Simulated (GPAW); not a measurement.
# PbSe (Clausthalite) (Fm-3m) in GPAW: equation of state

How stiff is PbSe (Clausthalite) in PBE, and what volume does it want? The cell is scaled to several volumes.

Program: GPAW 26.7.0. These are calculated values, not measurements. Logs are shortened: lines on timing, memory, paths and dates and some standing lists are left out, and cuts for length are marked. The log counts tension as positive stress, the text compression.

## 1. The crystal as given

The structure is cubic, space group Fm-3m (No. 225). Conventional cell: a = 6.121 Å, b = 6.121 Å, c = 6.121 Å, α = 90.00°, β = 90.00°, γ = 90.00°. Around Pb (site symmetry m-3m) lie 6 Se at 3.06 Å. Se (site symmetry m-3m) has 6 Pb at 3.06 Å as nearest neighbours.

## 2. Equation of state, PBE

run.py

```python
from ase import Atoms
from ase.eos import EquationOfState
from ase.io import Trajectory
from ase.units import GPa
from gpaw import GPAW, PW

atoms = Atoms(['Pb', 'Se'],
              cell=[[0.0, 3.06065, 3.06065],
                    [3.06065, 0.0, 3.06065],
                    [3.06065, 3.06065, 0.0]],
              scaled_positions=[[0.0, 0.0, 0.0],
                                [0.5, 0.5, 0.5]],
              pbc=True)

traj = Trajectory('eos.traj', 'w')
volumes, energies = [], []
for x in [0.94, 0.96, 0.98, 1.0, 1.02, 1.04, 1.06]:
    a = atoms.copy()
    a.set_cell(atoms.cell * x**(1 / 3), scale_atoms=True)
    calc = GPAW(mode=PW(600),
                xc='PBE',
                kpts={'size': (8, 8, 8), 'gamma': True},
                occupations={'name': 'fermi-dirac', 'width': 0.05},
                nbands=19,
                convergence={'density': 1e-05, 'energy': 1e-05},
                maxiter=150,
                txt=f'eos-{x:.2f}.txt')
    a.calc = calc
    energies.append(a.get_potential_energy(force_consistent=True))
    volumes.append(a.get_volume())
    p = -a.get_stress()[:3].mean() / GPa
    calc.write(f'eos-{x:.2f}.gpw')
    traj.write(a)
    print(f'{x:.2f} {volumes[-1]:10.4f} A^3 {energies[-1]:14.6f} eV {p:9.3f} GPa', flush=True)

v0, e0, B = EquationOfState(volumes, energies, eos='birchmurnaghan').fit()
print(f'V0 = {v0:.4f} A^3, E0 = {e0:.6f} eV, B0 = {B / GPa:.2f} GPa')
```

Potentials or basis: GPAW PAW data sets (gpaw-data 1.2.1), pw.

Command:

```console
OMP_NUM_THREADS=1 python run.py
```

What it wrote:

```text
__  _  _
 | _ |_)|_||  |
 |__||  | ||/\| - 26.7.0

Input parameters:
  mode=PW(ecut=600.0),
  convergence={'density': 1e-05, 'energy': 1e-05},
  kpts=MonkhorstPack(size=(8, 8, 8), gamma=True),
  maxiter=150,
  nbands=19,
  occupations=Occupations(name='fermi-dirac', width=0.05),
  xc=XC(name='PBE')

Diagonalizing LCAO Hamiltonian
Converting LCAO to pw mode

                Se

       Pb

Atoms  # Å, Bohr magnetons
|   | symbol |        x |        y |        z |    initial magnetic moments |
|---|--------|----------|----------|----------|-----------------------------|
| 0 |     Pb | 0.000000 | 0.000000 | 0.000000 | ( 0.0000,  0.0000,  0.0000) |
| 1 |     Se | 2.998170 | 2.998170 | 2.998170 | ( 0.0000,  0.0000,  0.0000) |

Unit cell  # Å
| periodic |        x |        y |        z |  lengths |    angles |
|----------|----------|----------|----------|----------|-----------|
|      yes | 0.000000 | 2.998170 | 2.998170 | 4.240053 | 60.000000 |
|      yes | 2.998170 | 0.000000 | 2.998170 | 4.240053 | 60.000000 |
|      yes | 2.998170 | 2.998170 | 0.000000 | 4.240053 | 60.000000 |

Number of symmetries: 48
Symmetry operations  # r_c * U_cc + t_c -> r_c
|    | kind |            matrix            |
|----|------|------------------------------|
|  0 |  σ   |  1, 0, 0,  1, 0,-1,  1,-1, 0 |
|  1 |  C2  |  1, 0, 0,  1,-1, 0,  1, 0,-1 |
|  2 |  E   |  1, 0, 0,  0, 1, 0,  0, 0, 1 |
|  3 |  σ   |  1, 0, 0,  0, 0, 1,  0, 1, 0 |
|  4 |  C4  |  1, 0,-1,  1, 0, 0,  1,-1, 0 |
|  5 |  S6  |  1, 0,-1,  1,-1, 0,  1, 0, 0 |
|  6 |  σ   |  1, 0,-1,  0, 1,-1,  0, 0,-1 |
|  7 |  C3  |  1, 0,-1,  0, 0,-1,  0, 1,-1 |
|  8 |  S6  |  1,-1, 0,  1, 0, 0,  1, 0,-1 |
|  9 |  C4  |  1,-1, 0,  1, 0,-1,  1, 0, 0 |
| 10 |  C3  |  1,-1, 0,  0,-1, 1,  0,-1, 0 |
| 11 |  σ   |  1,-1, 0,  0,-1, 0,  0,-1, 1 |
| 12 |  σ   |  0, 1, 0,  1, 0, 0,  0, 0, 1 |
| 13 |  C4  |  0, 1, 0,  0, 1,-1, -1, 1, 0 |
| 14 |  C3  |  0, 1, 0,  0, 0, 1,  1, 0, 0 |
| 15 |  S6  |  0, 1, 0, -1, 1, 0,  0, 1,-1 |
| 16 |  C2  |  0, 1,-1,  1, 0,-1,  0, 0,-1 |
| 17 |  σ   |  0, 1,-1,  0, 1, 0, -1, 1, 0 |
| 18 |  S4  |  0, 1,-1,  0, 0,-1,  1, 0,-1 |
| 19 |  C4  |  0, 1,-1, -1, 1, 0,  0, 1, 0 |
| 20 |  C3  |  0, 0, 1,  1, 0, 0,  0, 1, 0 |
| 21 |  σ   |  0, 0, 1,  0, 1, 0,  1, 0, 0 |
| 22 |  S6  |  0, 0, 1,  0,-1, 1, -1, 0, 1 |
| 23 |  C4  |  0, 0, 1, -1, 0, 1,  0,-1, 1 |
| 24 |  S4  |  0, 0,-1,  1, 0,-1,  0, 1,-1 |
| 25 |  C3  |  0, 0,-1,  0, 1,-1,  1, 0,-1 |
| 26 |  C2  |  0, 0,-1,  0,-1, 0, -1, 0, 0 |
| 27 |  S6  |  0, 0,-1, -1, 0, 0,  0,-1, 0 |
| 28 |  S4  |  0,-1, 1,  1,-1, 0,  0,-1, 0 |
| 29 |  C4  |  0,-1, 1,  0, 0, 1, -1, 0, 1 |
| 30 |  C2  |  0,-1, 1,  0,-1, 0,  1,-1, 0 |
| 31 |  σ   |  0,-1, 1, -1, 0, 1,  0, 0, 1 |
| 32 |  C3  |  0,-1, 0,  1,-1, 0,  0,-1, 1 |
| 33 |  S6  |  0,-1, 0,  0, 0,-1, -1, 0, 0 |
| 34 |  S4  |  0,-1, 0,  0,-1, 1,  1,-1, 0 |
| 35 |  C2  |  0,-1, 0, -1, 0, 0,  0, 0,-1 |
| 36 |  C2  | -1, 1, 0,  0, 1, 0,  0, 1,-1 |
| 37 |  S6  | -1, 1, 0,  0, 1,-1,  0, 1, 0 |
| 38 |  S4  | -1, 1, 0, -1, 0, 1, -1, 0, 0 |
| 39 |  C3  | -1, 1, 0, -1, 0, 0, -1, 0, 1 |
| 40 |  S6  | -1, 0, 1,  0, 0, 1,  0,-1, 1 |
| 41 |  C2  | -1, 0, 1,  0,-1, 1,  0, 0, 1 |
| 42 |  C3  | -1, 0, 1, -1, 1, 0, -1, 0, 0 |
| 43 |  S4  | -1, 0, 1, -1, 0, 0, -1, 1, 0 |
| 44 |  C2  | -1, 0, 0,  0, 0,-1,  0,-1, 0 |
| 45 |  i   | -1, 0, 0,  0,-1, 0,  0, 0,-1 |
| 46 |  σ   | -1, 0, 0, -1, 1, 0, -1, 0, 1 |
| 47 |  C2  | -1, 0, 0, -1, 0, 1, -1, 1, 0 |

BZ-sampling:
  Number of BZ points: 512
  Number of IBZ points: 29

  Monkhorst-Pack size: [8, 8, 8]
  Monkhorst-Pack shift: [0.0625, 0.0625, 0.0625]

K-points  # in reciprocal-cell coordinates
|     |                                coordinates |     weight |
|-----|--------------------------------------------|------------|
|   0 | (  0.00000000,   0.00000000,   0.00000000) | 0.00195312 |
|   1 | (  0.12500000,   0.12500000,   0.00000000) | 0.01171875 |
|   2 | (  0.12500000,   0.12500000,   0.12500000) | 0.01562500 |
|   3 | (  0.25000000,   0.12500000,   0.12500000) | 0.02343750 |
|   4 | (  0.25000000,   0.25000000,   0.00000000) | 0.01171875 |
|   5 | (  0.25000000,   0.25000000,   0.12500000) | 0.04687500 |
|   6 | (  0.25000000,   0.25000000,   0.25000000) | 0.01562500 |
|   7 | (  0.37500000,   0.25000000,  -0.37500000) | 0.04687500 |
|   8 | (  0.37500000,   0.25000000,   0.12500000) | 0.04687500 |
|   9 | (  0.37500000,   0.25000000,   0.25000000) | 0.04687500 |
| ... |                                            |            |
|  28 | (  0.50000000,   0.50000000,   0.50000000) | 0.00781250 |

Plane wave coefficients: 1826
Cutoff: 600.0 eV

Spin-components: 1 (collinear spins)
Bands:           19
Projectors:      11
Spin-degeneracy: 2
Datatype:        complex128

Density:
  Valence electrons: 20.0
  Components: 1
  Grid points: [24 24 24]
  Charge: 0.0  # |e|

Potential:
  Grid points: [24 24 24]

species:
  Pb:
    name:    Lead
    Z:       82.0
    valence: 14
    core:    68
    charge:  0.0  # [|e|]
    compensation charges:
      type: gauss
      rc: 0.38  # [Å]
      lmax: 2
    cutoffs:
      filter: 2.36  # [Å]
      core: 2.43  # [Å]
    projectors
    | kind |    occ | energy [eV] | rcut [Å] |
    |------|--------|-------------|----------|
    |   6s |  2.000 |     -11.969 |    1.259 |
    |   6p |  2.000 |      -3.506 |    1.275 |
    |   5d | 10.000 |     -21.211 |    1.217 |
    |    s |        |      15.243 |    1.259 |
    |    p |        |      23.705 |    1.275 |
    |    d |        |       6.001 |    1.217 |

    Using partial waves for Pb as LCAO basis

  Se:
    name:    Selenium
    Z:       34.0
    valence: 6
    core:    28
    charge:  0.0  # [|e|]
    compensation charges:
      type: gauss
      rc: 0.27  # [Å]
      lmax: 2
    cutoffs:
      filter: 1.77  # [Å]
      core: 2.67  # [Å]
    projectors
    | kind |    occ | energy [eV] | rcut [Å] |
    |------|--------|-------------|----------|
    |   4s |  2.000 |     -17.277 |    0.847 |
    |   4p |  4.000 |      -6.512 |    1.005 |
    |    s |        |       9.935 |    0.847 |
    |    p |        |      20.699 |    1.005 |
    |    d |        |       0.000 |    0.847 |

    Using partial waves for Se as LCAO basis

Reference energy: -633377.995495  # eV

eigensolver:
  PPCG
  Converge bands: occupied
  niter=2

density mixing:
  MSR1-Mixer
  Pratt-step length: 0.05
  Maximum mixing coefficient: 0.75
  Old densities: 10
  SVD Regularization: 0.005
  Good broyden scale: 1.0
  Trust region scale: 1.0
  Backstep threshold: 4.0
  History deletion threshold: 6.0
  Fourier metric: weight=20.0, sigma=0.015

occupation numbers:
  Fermi-Dirac:
    width: 0.0500  # eV

poisson solver:
  ecut: 4800.0  # eV

xc functional:
[... 9 lines left out ...]
|iter     | |      energy | eigst |  dens |
|---------|-|-------------|-------|-------|
|iter:   1| |   -8.525349 | -0.17 |       |
|iter:   2| |   -8.476322 | -2.07 | -1.26 |
|iter:   3| |   -8.309826 | -1.94 | -1.31 |
|iter:   4| |   -8.311180 | -3.73 | -1.93 |
|iter:   5| |   -8.311747 | -4.31 | -2.34 |
|iter:   6| |   -8.311770 | -5.67 | -3.29 |
|iter:   7| |   -8.311772c| -6.78 | -3.78 |
|iter:   8| |   -8.311772c| -7.80c| -4.50 |
|iter:   9| |   -8.311772c| -7.96c| -5.19c|

Converged in 9 steps
Energy contributions relative to reference atoms: (reference = -633377.995495)

Energy contributions:
  Kinetic:          25.203013
  Coulomb:         -24.302568
  Zero:             -0.061985
  External:          0.000000
  Xc:               -9.149692
  Entropy:          -0.001081
  Spinorbit:         0.000000
  ----------------------------
  Free energy:      -8.312313
  Extrapolated:     -8.311772

dipole moment: (-25.354952, -25.354952, -25.354952)  # |e|*Ang

Fermi level: 7.075
Eigenvalues  # (at kpt = [0.000, 0.000, 0.000])
| band index |      eig [eV] | occ [0-2] |
|------------|---------------|-----------|
|          0 |        -9.984 |     2.000 |
|        ... |               |           |
|          2 |        -9.980 |     2.000 |
|          3 |        -9.980 |     2.000 |
|          4 |        -9.980 |     2.000 |
|          5 |        -7.169 |     2.000 |
|          6 |         0.834 |     2.000 |
|          7 |         4.779 |     2.000 |
|          8 |         4.779 |     2.000 |
|          9 |         4.779 |     2.000 |
|         10 |        11.787 |     0.000 |
|         11 |        11.787 |     0.000 |
|         12 |        11.787 |     0.000 |
|         13 |        13.345 |     0.000 |
|         14 |        13.345 |     0.000 |
|         15 |        13.345 |     0.000 |
|         16 |        14.958 |     0.000 |
|         17 |        15.736 |     0.000 |
|         18 |        15.992 |     0.000 |

Gap: 0.013 eV
Transition (v -> c):
  (s=0, k=28, n=9, [0.50, 0.50, 0.50]) -> (s=0, k=28, n=10, [0.50, 0.50, 0.50])
No difference between direct/indirect transitions

Stress tensor  # eV/Ang^3
|         x |         y |         z |
|-----------|-----------|-----------|
| -0.038167 |  0.000000 |  0.000000 |
|  0.000000 | -0.038167 |  0.000000 |
|  0.000000 |  0.000000 | -0.038167 |

# Writing to eos-0.94.gpw (mode='')
```

Run time: 2 min. Hardware: 1 thread of Arm Neoverse V1, shared host; peak memory 0.32 GiB.

Results:

```yaml
Equilibrium_volume: 29.94 Å³/atom
Bulk_modulus: 47 GPa
Pressure_derivative_of_the_bulk_modulus: 4.1
```

Energy against volume, from the lowest point:
```
volume (Å³/atom)  energy (meV/atom)
          26.951              52.07
          27.524              32.78
          28.097              18.35
          28.671               8.35
          29.244               2.36
          29.818               0.00
          30.391               0.92
```

The run has no spin-orbit coupling, so splittings on Pb are missing.

## 3. How close it comes

Step 2. The cell as given is a measured one (28.67 Å³/atom); PBE puts the equilibrium volume +4.4 % from it, thermal expansion not counted.
